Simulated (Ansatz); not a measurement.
# Au, simple cubic: how the functional moves the structure

All rows: Ansatz, plane waves with scalar-relativistic PAW, 420 eV (500 eV for the SCAN forms), relaxed under each functional, no dispersion correction, no zero-point motion. B₀ comes from uniform scaling at fixed shape; a dash is a value not given.

| functional | V (Å³/atom) | cell | B₀ (GPa) | magnetic state | ΔE to fcc (meV/atom) |
| --- | --- | --- | --- | --- | --- |
| PBE | 20.75 | a = 2.748 Å | 106 | spin not included | 198 |
| r²SCAN | 20.12 | a = 2.720 Å | 123 | spin not included | 184 |
| PBEsol | 19.56 | a = 2.694 Å | 131 | spin not included | 274 |
| LDA | 18.98 | a = 2.667 Å | 147 | spin not included | 273 |
| RPBE | 21.46 | a = 2.779 Å | 90 | spin not included | 167 |
| BLYP | 22.33 | a = 2.816 Å | 82 | spin not included | 14 |

Question: What does revPBE give?

Answer: V (Å³/atom): 21.25; cell: a = 2.770 Å; B₀ (GPa): 95; magnetic state: spin not included; ΔE to fcc (meV/atom): 176.
